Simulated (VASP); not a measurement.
Na, 2 atoms in the cell. Symmetry: P6_3/mmc, No. 194, hexagonal system. Conventional cell: a = 3.768 Å, b = 3.768 Å, c = 6.155 Å, α = 90.00°, β = 90.00°, γ = 120.00°. Na (site symmetry -6m2) has 12 Na at 3.77 Å as nearest neighbours. The cell was built by a generator and needn't be a form met in nature.

```yaml
Program: VASP 6.6.1
Task: relaxation of cell and atoms
Functional: PBE
Potentials_or_basis: VASP PAW PBE potentials, release 64 (Na_pv)
Cutoff: 600 eV
k_mesh: 14 × 14 × 8
Occupations: gaussian, width 0.05 eV
Spin: no spin polarisation
Dipole_correction: no
Further_INCAR_settings: ALGO = Fast; EDIFF = 1e-06; IBRION = 2; EDIFFG = -0.01; NSW = 80; ISIF = 3
```

Potentials or basis: VASP PAW PBE potentials, release 64 (Na_pv).

Run with:

```console
$ cat potpaw_PBE.64/Na_pv/POTCAR > POTCAR
$ mpirun -np 1 vasp_std > vasp.out
```

Hardware: 1 thread of AMD EPYC 7R13 Processor (Zen 3), with other jobs on the host.

Question: Estimate the wall time of this run.

Answer: Run time: 2.6 min on 1 thread of AMD EPYC 7R13 Processor (Zen 3), with other jobs on the host, peak memory 0.23 GiB. Counts: scf iterations 24, k points 120, ion steps 3.
